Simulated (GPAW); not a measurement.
PtS2:

```
Pt S
1.0
     3.54320    0.00000    0.00000
    -1.77160    3.06850    0.00000
     0.00000    0.00000    5.03880
Pt S
1 2
Direct
  0.00000 0.00000 0.00000
  0.66667 0.33333 0.77300
  0.33333 0.66667 0.22700
```

Program: GPAW 26.7.0. Alike in all runs: task band structure; no spin polarisation; cell as given; k mesh 7 × 7 × 4; cutoff (eV) 600; smearing fermi-dirac 0.05 eV.

**Question.** Order these runs on this cell by their pressure, lowest first.
A. level LDA; potentials or basis the program's PAW data sets (release 1.2.1) made for this functional, pw
B. level PBEsol; potentials or basis PAW data sets generated in the run's folder for this functional, pw
C. level r2SCAN; potentials or basis GPAW PAW data sets (gpaw-data 1.2.1), pw

**Answer.** A (3.1 GPa), B (6.4 GPa), C (9.2 GPa).

Caveats: the PAW data sets were made with another functional, which shifts forces and pressure a little (some runs).
